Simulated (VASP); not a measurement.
Here is a VASP 6.6.1 calculation.

File INCAR:

```
PREC     = Accurate       # precision mode
ENCUT    = 600            # plane-wave cutoff, eV
EDIFF    = 1E-6           # SCF threshold, eV
ISMEAR   = 0              # smearing method
SIGMA    = 0.02           # smearing width, eV
LREAL    = F              # projectors in reciprocal space
LASPH    = T              # aspherical terms in the spheres
NELM     = 100            # most SCF steps
ALGO     = Normal         # electronic algorithm
ISIF     = 3              # what is computed and relaxed
LWAVE    = F              # write WAVECAR
LCHARG   = F              # write CHGCAR
GGA      = PE             # functional
IVDW     = 12             # dispersion correction
IBRION   = 2              # ionic algorithm
NSW      = 100            # ionic steps
EDIFFG   = -0.005         # ionic threshold
```

KPOINTS

```
Automatic mesh
0
Gamma
  12 12 12
```

POSCAR

```
BN
1.0
    1.2511217832      0.7223354983      3.3729344033
   -1.2511217832      0.7223354983      3.3729344033
    0.0000000000     -1.4446709967      3.3729344033
B N
1 1
Direct
    0.9996712000      0.9996712000      0.9996712000
    0.3327618000      0.3327618000      0.3327618000
```

Potentials or basis: VASP PAW PBE potentials, release 64 (B, N).

Command:

```console
$ cat potpaw_PBE.64/B/POTCAR potpaw_PBE.64/N/POTCAR > POTCAR
$ mpirun -np 1 vasp_std > vasp.out
```

(1) Estimate the space group after relaxing (to 0.05 Å).

(2) What does it give for the relaxed cell?

(3) Predict the relaxed volume.

(4) What does it give for the band gap on the k mesh?

## Answers

(1) R3m (No. 160).

(2) a = 3.573 Å, b = 3.573 Å, c = 3.573 Å, α = 41.06°, β = 41.06°, γ = 41.06°.

(3) 8.88 Å³/atom.

(4) 4.22 eV, indirect (least direct gap 4.69 eV).
